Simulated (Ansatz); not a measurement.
# PtS2: the cost of one run

Program: Ansatz 0.2.0. PAW datasets, plane waves. The values are computed, spin-unpolarised, and not measurements.

**1. The structure to begin with**

The unstrained cell was relaxed with r2SCAN+rVV10; in each strained cell the atoms were relaxed again with r2SCAN+rVV10. Names of k-points are those of the unstrained zone, where strain can split equivalent points. First state: +0.5 % equal strain in all directions.

It is trigonal, P-3m1 (No. 164); a = 3.569 Å, c = 5.146 Å in the conventional setting, 18.92 Å³ an atom. Near Pt stand 6 S at 2.39 Å; near S stand 3 Pt at 2.39 Å.

Structure file:

```cif
data_structure
_symmetry_space_group_name_H-M 'P-3m1'
_symmetry_Int_Tables_number 164
_cell_length_a 3.5690
_cell_length_b 3.5690
_cell_length_c 5.1464
_cell_angle_alpha 90.000
_cell_angle_beta 90.000
_cell_angle_gamma 120.000
_cell_volume 56.77
loop_
_atom_site_label
_atom_site_type_symbol
_atom_site_symmetry_multiplicity
_atom_site_Wyckoff_symbol
_atom_site_fract_x
_atom_site_fract_y
_atom_site_fract_z
_atom_site_occupancy
Pt1 Pt 1 a 0.00000 0.00000 0.00000 1
S1 S 2 d 0.33333 0.66667 0.23676 1
```

**2. +0.5 % equal strain in all directions: PBE**

Input file input.yaml:

```yaml
crystal:
  lattice:
    - [3.5689661661, 0.0, 0.0]
    - [-1.784483083, 3.0908153651, 0.0]
    - [0.0, 0.0, 5.1463956273]
  atoms:
    - { symbol: Pt, position: [0.0, 0.0, 0.0] }
    - { symbol: S, position: [0.3333333333, 0.6666666667, 0.236758862] }
    - { symbol: S, position: [0.6666666667, 0.3333333333, 0.763241138] }
kpoints:
  mp_grid: { grid: [12, 12, 6] }
  band_path:
    path:
      - [0.0, 0.0, 0.0]
      - [0.5, 0.0, 0.0]
      - [0.3333333333, 0.3333333333, 0.0]
      - [0.0, 0.0, 0.5]
      - [0.5, 0.0, 0.5]
      - [0.3333333333, 0.3333333333, 0.5]
      - [0.0, 0.25, 0.3333333333]
      - [0.0, 0.169271, 0.182292]
      - [0.0, 0.28125, 0.296875]
    npoints: 1
hamiltonian:
  xc: pbe
scf:
  occupations: { method: fermi_dirac, width: 0.02 }
  n_extra_bands: 4
output:
  forces: true
  stress: true
  eigenvalues: true
```

Started as:

```bash
$ ansatz run input.yaml --threads 4 --pin off --max-ram 5529MiB --backend cpu --events-out ev --progress --plain --runs-dir out
```

What time and memory should one allow on 4 threads of Intel Xeon at 2.50GHz (Skylake/Cascade Lake), shared host?

About 7.7 s, with a peak of 0.42 GiB.
